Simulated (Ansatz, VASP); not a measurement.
**Pt in VASP and in Ansatz**

```
Pt
1.0
    -1.63175    1.63175    1.58422
     1.63175   -1.63175    1.58422
     1.63175    1.63175   -1.58422
Pt
1
Direct
  0.00000 0.00000 0.00000
```

Change from the starting cell: strain +0.030 along x and y, +0.000 along z, atoms carried along.

Alike in both runs: task single point; functional PBEsol; k mesh 22 × 22 × 22; occupations gaussian, width 0.15 eV; no spin polarisation.

```csv
,VASP,Ansatz
version,VASP 6.6.1,Ansatz 0.2.0
potentials or method,"VASP PAW PBE potentials, release 64 (Pt)","scalar-relativistic, plane waves, PAW"
plane-wave cutoff (eV),520,420
valence electrons in the cell,10,18
```

VASP gave:

```
gap on the k mesh at the Fermi level (eV)       : none
pressure (GPa)                                  : -22.0
largest component of the traceless stress (GPa) : 1.69
```

Q: Estimate Ansatz's values.

A: gap on the k mesh at the Fermi level (eV): none; pressure (GPa): -21.7; largest component of the traceless stress (GPa): 1.70.

A gap of «none» marks a metal or a gap that the smearing closes. The functional is the same, so the differences come from potentials, cutoffs and numerics. The two sets of potentials don't hold the same shells in valence.

Caveats: so large a pressure means that the cell lies far from this level's equilibrium, or that cutoff or potentials fall short (VASP); the potentials were made for another functional, which shifts forces and pressure (VASP). Spin-orbit coupling is left out, which matters for the levels of Pt.
